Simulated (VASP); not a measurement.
Set up this calculation in VASP 6.6.1, as the native input.

- Task: band structure
- Functional: revTPSS
- Potentials or basis: VASP PAW PBE potentials, release 64 (Al)
- Cutoff: 520 eV
- k mesh: 11 × 11 × 11
- Occupations: fermi-dirac, width 0.05 eV
- Spin: no spin polarisation
- Further INCAR settings: ALGO = Normal; EDIFF = 1e-06; NBANDS = 8

The structure of Al lies in POSCAR:

```
Al
1.0
    0.0000000000      2.0248050000      2.0248050000
    2.0248050000      0.0000000000      2.0248050000
    2.0248050000      2.0248050000      0.0000000000
Al
1
Direct
    0.0000000000      0.0000000000      0.0000000000
```

One way to write it, as run:

INCAR

```
SYSTEM = Al
  PREC = Accurate
  ENCUT = 520
  EDIFF = 1E-6
  ISMEAR = -1
  SIGMA = 0.05
  LREAL = .FALSE.
  LASPH = .TRUE.
  NELM = 80
  ALGO = Normal
  ISIF = 2
  LWAVE = .FALSE.
  LCHARG = .FALSE.
  METAGGA = RTPSS
  LMIXTAU = .TRUE.
  NBANDS = 8
```

KPOINTS

```
Automatic mesh
0
G
  11 11 11
  0 0 0
```

KPOINTS_OPT

```
path GXWKGLUWLK,UX
10
line-mode
reciprocal
 0.0000000000  0.0000000000  0.0000000000  G
 0.5000000000  0.0000000000  0.5000000000  X

 0.5000000000  0.0000000000  0.5000000000  X
 0.5000000000  0.2500000000  0.7500000000  W

 0.5000000000  0.2500000000  0.7500000000  W
 0.3750000000  0.3750000000  0.7500000000  K

 0.3750000000  0.3750000000  0.7500000000  K
 0.0000000000  0.0000000000  0.0000000000  G

 0.0000000000  0.0000000000  0.0000000000  G
 0.5000000000  0.5000000000  0.5000000000  L

 0.5000000000  0.5000000000  0.5000000000  L
 0.6250000000  0.2500000000  0.6250000000  U

 0.6250000000  0.2500000000  0.6250000000  U
 0.5000000000  0.2500000000  0.7500000000  W

 0.5000000000  0.2500000000  0.7500000000  W
 0.5000000000  0.5000000000  0.5000000000  L

 0.5000000000  0.5000000000  0.5000000000  L
 0.3750000000  0.3750000000  0.7500000000  K

 0.6250000000  0.2500000000  0.6250000000  U
 0.5000000000  0.0000000000  0.5000000000  X
```

Potentials or basis: VASP PAW PBE potentials, release 64 (Al).

The run is started by

```sh
$ cat potpaw_PBE.64/Al/POTCAR > POTCAR
$ mpirun -np 1 vasp_std > vasp.out
```

It gave:

The pressure is -2.5 GPa and the band gap along the path is none (metal or under the smearing width).

Caveat: the PAW data sets were made with another functional, which shifts forces and pressure a little.

Run time: 70 s on 1 thread of AMD EPYC 7R43 64-Core Processor (Zen 3) (shared host), peak memory 0.1 GiB.
